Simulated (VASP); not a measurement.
# Cu (I4/mmm) in VASP: a series of runs, part 2 of 2

VASP 6.6.1.

### 4 Single point, PBE

Input file INCAR:

```
ALGO     = Normal         # electronic algorithm
EDIFF    = 1E-6           # SCF threshold, eV
ENCUT    = 500            # plane-wave cutoff, eV
GGA      = PE             # functional
ISIF     = 2              # what is computed and relaxed
ISMEAR   = 0              # smearing method
LASPH    = True           # aspherical terms in the spheres
LCHARG   = False          # write CHGCAR
LREAL    = False          # projectors in reciprocal space
LWAVE    = False          # write WAVECAR
NBANDS   = 12             # bands
NELM     = 80             # most SCF steps
PREC     = Accurate       # precision mode
SIGMA    = 0.05           # smearing width, eV
```

Input file KPOINTS:

```
k-points
0
Gamma
  13 13 13
```

Input file POSCAR:

```
Cu
1.0
   -1.4427933200      1.4427933200      1.3760814500
    1.4427933200     -1.4427933200      1.3760814500
    1.4427933200      1.4427933200     -1.3760814500
Cu
1
Direct
    0.0000000000      0.0000000000      0.0000000000
```

Potentials or basis: VASP PAW PBE potentials, release 64 (Cu).

Run with:

```
cat potpaw_PBE.64/Cu/POTCAR > POTCAR
mpirun -np 1 vasp_std > vasp.out
```

OUTCAR:

```text
EDIFF = 1E-6
   ENCUT = 500
   GGA = PE
   ISIF = 2
   ISMEAR = 0
   LASPH = True
   LREAL = False
   NELM = 80
   PREC = Accurate

 ion  position               nearest neighbor table
   1  0.000  0.000  0.000-

  LATTYP: Found a body centered tetragonal cell.
 ALAT       =     2.8855866400
 C/A-ratio  =     0.9537620052

  Lattice vectors:

 A1 = (  -1.4427933200,   1.4427933200,   1.3760814500)
 A2 = (   1.4427933200,  -1.4427933200,   1.3760814500)
 A3 = (   1.4427933200,   1.4427933200,  -1.3760814500)

Analysis of symmetry for initial positions (statically):
=====================================================================
 Subroutine PRICEL returns:
 Original cell was already a primitive cell.

 Routine SETGRP: Setting up the symmetry group for a
 body centered tetragonal supercell.

 Subroutine GETGRP returns: Found 16 space group operations
 (whereof 16 operations were pure point group operations)
 out of a pool of 16 trial point group operations.

The static configuration has the point symmetry D_4h.

Analysis of symmetry for dynamics (positions and initial velocities):
=====================================================================
 Subroutine PRICEL returns:
 Original cell was already a primitive cell.

 Routine SETGRP: Setting up the symmetry group for a
 body centered tetragonal supercell.

 Subroutine GETGRP returns: Found 16 space group operations
 (whereof 16 operations were pure point group operations)
 out of a pool of 16 trial point group operations.

The dynamic configuration has the point symmetry D_4h.

 Subroutine INISYM returns: Found 16 space group operations
 (whereof 16 operations are pure point group operations),
 and found     1 'primitive' translations

----------------------------------------------------------------------------------------

                                     Primitive cell

  volume of cell :      11.4581

  direct lattice vectors                    reciprocal lattice vectors
    -1.442793320  1.442793320  1.376081450     0.000000000  0.346549983  0.363350585
     1.442793320 -1.442793320  1.376081450     0.346549983  0.000000000  0.363350585
     1.442793320  1.442793320 -1.376081450     0.346549983  0.346549983  0.000000000

  length of vectors
     2.461078074  2.461078074  2.461078074     0.502116060  0.502116060  0.490095685

  position of ions in fractional coordinates (direct lattice)
     0.000000000  0.000000000  0.000000000

  ion indices of the primitive-cell ions
   primitive index   ion index
                 1           1

----------------------------------------------------------------------------------------

 KPOINTS: k-points

Automatic generation of k-mesh.
 Grid dimensions read from file:
 generate k-points for:   13   13   13

 Generating k-lattice:

  Cartesian coordinates                     Fractional coordinates (reciprocal lattice)
     0.000000000  0.026657691  0.027950045     0.076923077 -0.000000000  0.000000000
     0.026657691  0.000000000  0.027950045    -0.000000000  0.076923077  0.000000000
     0.026657691  0.026657691  0.000000000     0.000000000  0.000000000  0.076923077

  Length of vectors
     0.038624312  0.038624312  0.037699668

  Shift w.r.t. Gamma in fractional coordinates (k-lattice)
     0.000000000  0.000000000  0.000000000

 Subroutine IBZKPT returns following result:
 ===========================================

 Found    196 irreducible k-points:

 Following reciprocal coordinates:
            Coordinates               Weight
  0.000000  0.000000  0.000000      1.000000
  0.076923  0.000000  0.000000      8.000000
  0.153846  0.000000  0.000000      8.000000
  0.230769 -0.000000  0.000000      8.000000
  0.307692  0.000000  0.000000      8.000000
  0.384615 -0.000000  0.000000      8.000000
[... 42 lines left out ...]
 -0.461538  0.461538  0.000000      4.000000
  0.076923  0.076923  0.076923      8.000000
 [... further k-points ...]
   k-points           NKPTS =    196   k-points in BZ     NKDIM =    196   number of bands    NBANDS=     12
   number of dos      NEDOS =    301   number of ions     NIONS =      1
   total plane-waves  NPLWV =   5832
   dimension x,y,z NGX =    18 NGY =   18 NGZ =   18
   dimension x,y,z NGXF=    36 NGYF=   36 NGZF=   36
   ions per type =               1
   NGX,Y,Z   is equivalent  to a cutoff of  12.16, 12.16, 12.16 a.u.
   NGXF,Y,Z  is equivalent  to a cutoff of  24.32, 24.32, 24.32 a.u.
 SYSTEM =  unknown system
   PREC   = accura    normal or accurate (medium, high low for compatibility)
   ISTART =      0    job   : 0-new  1-cont  2-samecut
   ICHARG =      2    charge: 1-file 2-atom 10-const
   ISPIN  =      1    spin polarized calculation?
   LNONCOLLINEAR =      F non collinear calculations
   LSORBIT =      F    spin-orbit coupling
   LASPH  =      T    aspherical Exc in radial PAW
   ENCUT  =  500.0 eV  36.75 Ry    6.06 a.u.   4.49  4.49  4.49*2*pi/ulx,y,z
   NELM   =     80;   NELMIN=  2; NELMDL= -5     # of ELM steps
   EDIFF  = 0.1E-05   stopping-criterion for ELM
   LREAL  =      F    real-space projection
   EDIFFG = 0.1E-04   stopping-criterion for IOM
   NSW    =      0    number of steps for IOM
   IBRION =     -1    ionic relax: 0-MD 1-quasi-New 2-CG
   NFREE  =      0    steps in history (QN), initial steepest desc. (CG)
   ISIF   =      2    stress and relaxation
   ISYM   =      2    0-nonsym 1-usesym 2-fastsym
   POTIM  = 0.5000    time-step for ionic-motion
   TEBEG  =    0.0;   TEEND  =   0.0 temperature during run
   PSTRESS=    0.0 pullay stress
   NELECT =      11.0000    total number of electrons
   NUPDOWN=      -1.0000    fix difference up-down
   EMIN   =  10.00;   EMAX   =-10.00  energy-range for DOS
   EFERMI =   0.00;   METHOD = LEGACY
   ISMEAR =     0;   SIGMA  =   0.05  broadening in eV -4-tet -1-fermi 0-gaus
   EFERMI_NEDOS =   21; number of points for ismear=-14 and -15
   IALGO  =     38    algorithm
   IMIX   =      4    mixing-type and parameters
     AMIX     =   0.40;   BMIX     =  1.00
     AMIX_MAG =   1.60;   BMIX_MAG =  1.00
  volume/ion in A,a.u.               =      11.46        77.32
  Fermi-wavevector in a.u.,A,eV,Ry     =   1.614984  3.051878 35.486359  2.608174
  Thomas-Fermi vector in A             =   2.709805
   LORBIT       =      0    0 simple, 1 ext, 2 COOP (PROOUT), +10 PAW based schemes
   GGA     = PE    functional components
   LHFCALC =     F    Hartree Fock is set to
   AEXX    =    0.0000 exact exchange contribution
   IVDW    =     0    specifies the selected vdW correction
   LEPSILON=     F    determine dielectric tensor
   LRPA    =     F    only Hartree local field effects (RPA)
 non-spin polarized calculation
 Gauss-broadening in eV      SIGMA  =   0.05
  energy-cutoff  :      500.00
  volume of cell :       11.46
 maximum number of plane-waves:       313
 NGX is ok and might be reduce to    18
   NGX =  9   NGY =  9   NGZ =  9

 number of electron      10.9999998 magnetization

 Free energy of the ion-electron system (eV)
  ---------------------------------------------------
  ext. energy  EPLUGINS =         0.00000000
  ---------------------------------------------------
  free energy    TOTEN  =        -3.68251106 eV

  energy without entropy =       -3.68195595  energy(sigma->0) =       -3.68223350

 E-fermi :   7.9129     XC(G=0): -12.9030

 val. band max:        7.9044071938   @ k =  -0.0769  -0.4615   0.0769
 cond. band min:       7.9315406797   @ k =  -0.2308   0.4615   0.0769
 fundamental gap:      0.0271334860
 Fermi energy:         7.9128931237

 k-point     1 :       0.0000    0.0000    0.0000
  band No.  band energies     occupation
      1      -1.6114      2.00000
      2       4.6493      2.00000
      3       4.8445      2.00000
      4       4.8445      2.00000
      5       5.7152      2.00000
      6       5.9213      2.00000
      7      32.8394      0.00000
      8      32.8394      0.00000
      9      34.0847      0.00000
     10      36.9093      0.00000
     11      36.9093      0.00000
     12      36.9232      0.00000
[... 571 lines left out ...]
 k-point    40 :       0.4615    0.3077   -0.0000
  band No.  band energies     occupation
      1       3.4547      2.00000
      2       4.1512      2.00000
      3       4.5204      2.00000
      4       5.7355      2.00000
      5       5.9747      2.00000
      6       9.0646      0.00000
      7      14.6436      0.00000
      8      18.1629      0.00000
      9      25.7468      0.00000
     10      34.4066      0.00000
     11      36.5750      0.00000
     12      42.1235      0.00000

 [... further k-points ...]
[... 5 lines left out ...]
  --------------------------------------------------------------------------------------
  -------------------------------------------------------------------------------------
  Total        0.5528021      0.5528021      0.5505211      0.0000000      0.0000000      0.0000000
  in kB       77.2979393     77.2979393     76.9789881      0.0000000      0.0000000      0.0000000
  external PRESSURE =      77.1916222 kB  Pullay stress =       0.0000000 kB

 VOLUME and BASIS-vectors are now :
 -----------------------------------------------------------------------------
  energy-cutoff  :      500.00
  volume of cell :       11.46
      direct lattice vectors                 reciprocal lattice vectors
    -1.442793320  1.442793320  1.376081450     0.000000000  0.346549983  0.363350585
     1.442793320 -1.442793320  1.376081450     0.346549983  0.000000000  0.363350585
     1.442793320  1.442793320 -1.376081450     0.346549983  0.346549983  0.000000000

 POSITION                                       TOTAL-FORCE (eV/Angst)
 -----------------------------------------------------------------------------------
      0.00000      0.00000      0.00000        -0.000000      0.000000     -0.000000
 -----------------------------------------------------------------------------------
    total drift:                                0.000000      0.000000      0.000000

  FREE ENERGIE OF THE ION-ELECTRON SYSTEM (eV)
  ---------------------------------------------------
  free  energy   TOTEN  =        -3.6825110596 eV

  energy  without entropy=       -3.6819559490  energy(sigma->0) =       -3.68223350
```

It took 12 s on 1 thread of Intel Xeon 6975P-C (Granite Rapids), shared host; peak memory 0.12 GiB.

Results:

```
Free energy            : -3.6825 eV
Pressure               : 7.7 GPa
Band gap on the k mesh : none (metal or under the smearing width)
```

Levels at points of the mesh, in eV from the Fermi level:
```
           k point  band 3  band 4  band 5  band 6  band 7  band 8  band 9  band 10
(0.00, 0.00, 0.00)   -3.07   -3.07   -2.20   -1.99   24.93   24.93   26.17    29.00
```

### 5 Single point, PBE

Input file run.py:

```python
from ase.calculators.vasp import Vasp
from ase.dft.bandgap import bandgap
from ase.io import read

atoms = read('POSCAR')
calc = Vasp(
    directory='calc',
    xc='pbe',
    pp='PBE',
    setups='minimal',
    prec='Accurate',
    encut=500,
    ediff=1e-06,
    ismear=0,
    sigma=0.05,
    lreal=False,
    lasph=True,
    nelm=60,
    algo='Fast',
    isif=2,
    lwave=False,
    lcharg=True,
    lelf=True,
    lvhar=True,
    kpts=[13, 13, 13],
    gamma=True,
    nbands=12,
)
atoms.calc = calc

print('energy (eV):', atoms.get_potential_energy())
print('free energy (eV):', atoms.get_potential_energy(force_consistent=True))
print('forces (eV/A):')
print(atoms.get_forces())
print('stress (eV/A^3, Voigt):', atoms.get_stress())
print('Fermi level (eV):', calc.get_fermi_level())
gap, top, bottom = bandgap(calc)
print('band gap (eV):', gap, 'from (spin, k, band)', top, 'to', bottom)
```

POSCAR is that of step 4.

Run with:

```
python run.py
```

Wall time 25 s (1 thread of Intel Xeon 6975P-C (Granite Rapids), shared host); peak memory 0.12 GiB.

The run converged. Its results:

```yaml
Free_energy: -3.6825 eV
Pressure: 7.8 GPa
Band_gap_on_the_k_mesh: none (metal or under the smearing width)
```

Levels at points of the mesh, in eV from the Fermi level:
| k point | band 3 | band 4 | band 5 | band 6 | band 7 | band 8 | band 9 | band 10 |
| --- | --- | --- | --- | --- | --- | --- | --- | --- |
| (0.00, 0.00, 0.00) | -3.07 | -3.07 | -2.20 | -1.99 | 24.93 | 24.93 | 26.17 | 29.00 |

### 6 Single point, PBE

Input file INCAR:

```
SYSTEM = Cu
ALGO = Fast
EDIFF = 1E-7
ENCUT = 550
GGA = PE
ISIF = 2
ISMEAR = 0
LASPH = .True.
LCHARG = .False.
LREAL = .False.
LWAVE = .False.
NBANDS = 12
NELM = 60
PREC = Accurate
SIGMA = 0.1
```

Input file KPOINTS:

```
k-points
0
Gamma
  13 13 13
  0 0 0
```

POSCAR is that of step 5.

Potentials or basis: VASP PAW PBE potentials, release 64 (Cu_GW).

Run with:

```
cat potpaw_PBE.64/Cu_GW/POTCAR > POTCAR
mpirun -np 1 vasp_std > vasp.out
```

Wall time 26 s (1 thread of Intel Xeon 6975P-C (Granite Rapids), shared host); peak memory 0.15 GiB.

Results (log left out):

```
Free energy            : -3.7100 eV
Pressure               : 5.9 GPa
Band gap on the k mesh : none (metal or under the smearing width)
```

Levels at points of the mesh, in eV from the Fermi level:
```csv
k point,band 3,band 4,band 5,band 6,band 7,band 8,band 9,band 10
"(0.00, 0.00, 0.00)",-3.07,-3.07,-2.19,-1.99,24.96,24.96,26.22,28.81
```

### 7 Overview

```tsv
level	potentials or basis	cutoff (eV)	smearing	gap on the mesh (eV)	pressure (GPa)
RPBE	VASP PAW PBE potentials, release 64 (Cu)	500	gaussian 0.1 eV	none	12.9
PBE	VASP PAW PBE potentials, release 64 (Cu)	500	gaussian 0.05 eV	none	7.8
PBE	VASP PAW PBE potentials, release 64 (Cu_GW)	550	gaussian 0.1 eV	none	5.9
```

Alike in all rows: task single point; no spin polarisation; cell as given; k mesh 13 × 13 × 13.

Caveats: the PAW data sets were made with another functional, which shifts forces and pressure a little (some runs).

Total energies depend on the potentials used, so only differences within one code and one set of settings carry meaning.
